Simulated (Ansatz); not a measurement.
Here is an Ansatz 0.2.0 calculation.

The input input.yaml:

```yaml
crystal:
  lattice: { a: 3.234912, b: 3.234912, c: 8.529616, alpha: 90.0, beta: 90.0, gamma: 90.0 }
  space_group: 139
  reduce_to_primitive: true
  atoms:
    - { symbol: I, wyckoff: "2a", position: [0.0, 0.0, 0.0] }
hamiltonian:
  xc: revpbe
  pseudopotentials: { kind: nc_fr }
magnetization:
  noncollinear: true
  spin_orbit: true
kpoints:
  mp_grid: { grid: [11, 11, 11] }
scf:
  occupations: { method: methfessel_paxton, width: 0.1 }
output:
  forces: true
  stress: true
  eigenvalues: true
  write_density: true
  write_potential: true
  elf: true
  volumetric_format: npy
```

Potentials or basis: PseudoDojo standard (PBE files).

The run is started by

```sh
$ ansatz run input.yaml --threads 1 --pin off --max-ram 2560MiB --backend cpu --events-out ev --progress --plain --runs-dir out
```

Question: Predict the band gap on the k mesh.

Answer: None (metal or under the smearing width).

Question: Predict the pressure.

Answer: 1.3 GPa.

Stress tensor (GPa, compression positive):
```
1.51 0.00 0.00
0.00 1.51 0.00
0.00 0.00 0.87
```

Caveat: the potentials were made for another functional, which shifts forces and pressure.
